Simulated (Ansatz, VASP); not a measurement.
# Rh: VASP beside Ansatz

```
Rh
1.0
     2.66441    0.00000    0.00000
    -1.33221    2.30745    0.00000
     0.00000    0.00000    4.30929
Rh
2
Direct
  0.66667 0.33333 0.75000
  0.33333 0.66667 0.25000
```

This isn't the form of Rh at room conditions, which is fcc.

Alike in both runs: task relaxation of cell and atoms; functional LDA; k mesh 18 × 18 × 10; occupations gaussian, width 0.1 eV; no spin polarisation.

```csv
,VASP,Ansatz
version,VASP 6.6.1,Ansatz 0.2.0
potentials or method,"VASP PAW LDA potentials, release 64 (Rh_pv)","scalar-relativistic, plane waves, PAW"
plane-wave cutoff (eV),600,420
valence electrons in the cell,30,34
```

Ansatz gave:

| Property | Result |
| --- | --- |
| gap on the k mesh at the Fermi level, each at its own relaxed structure (eV) | none |
| relaxed volume (Å³/atom) | 13.27 |
| relaxed cell length with the largest relative difference (Å) | 4.299 |

Task: Estimate VASP's values.

Result: gap on the k mesh at the Fermi level, each at its own relaxed structure (eV): none; relaxed volume (Å³/atom): 13.30; relaxed cell length with the largest relative difference (Å): 4.303.

A gap of «none» marks a metal or a gap that the smearing closes. The two sets of potentials don't hold the same shells in valence.
